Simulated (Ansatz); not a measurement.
Sr (Fm-3m): electronic heat capacity and spin susceptibility from the density of states

Level of theory: DFT PBEsol, scalar-relativistic, plane waves, PAW in Ansatz 0.2.0.

Plane waves to 420 eV, a k mesh through Γ of 12×12×12 on the computed 1-atom cell and Gaussian smearing (0.10 eV); no spin polarisation.

Relaxed cell: Fm-3m, a = 5.916 Å, b = 5.916 Å, c = 5.916 Å, α = 90.00°, β = 90.00°, γ = 90.00°, 1 atom in the primitive cell.

The density of states at the Fermi level is 0.252 states/eV in the cell of 1 atom (1 formula unit; both spins, tetrahedra on a 18×18×18 mesh). Averaged over bins of 0.1 eV the density runs from 0.4 to 1.9 states/eV within 0.2 eV of the Fermi level, so the figure hangs on the exact place of that level.

Q: What Sommerfeld coefficient and Pauli susceptibility does this give?

A: Per formula unit N(E_F) = 0.252 states/eV. γ = (π²/3) k_B² N(E_F) N_A = 2.357 mJ/(mol K²) per state/eV, so γ = 0.6 mJ/(mol K²), a mole of formula units. χ_P = μ_B² N(E_F) N_A = 3.23×10⁻⁵ emu/mol per state/eV gives 0.8×10⁻⁵ emu/mol. This is the bare band result: a measured γ of the same phase is as a rule larger by a factor 1 + λ from phonons and spin fluctuations, the spin part of χ is larger by the Stoner factor, and a measured χ also holds orbital and core terms. N(E_F) at one energy is sensitive to the mesh where the density of states has sharp peaks.

Cost: 1 run of about 0.12 core-minutes, on Arm Neoverse V2 (shared hosts).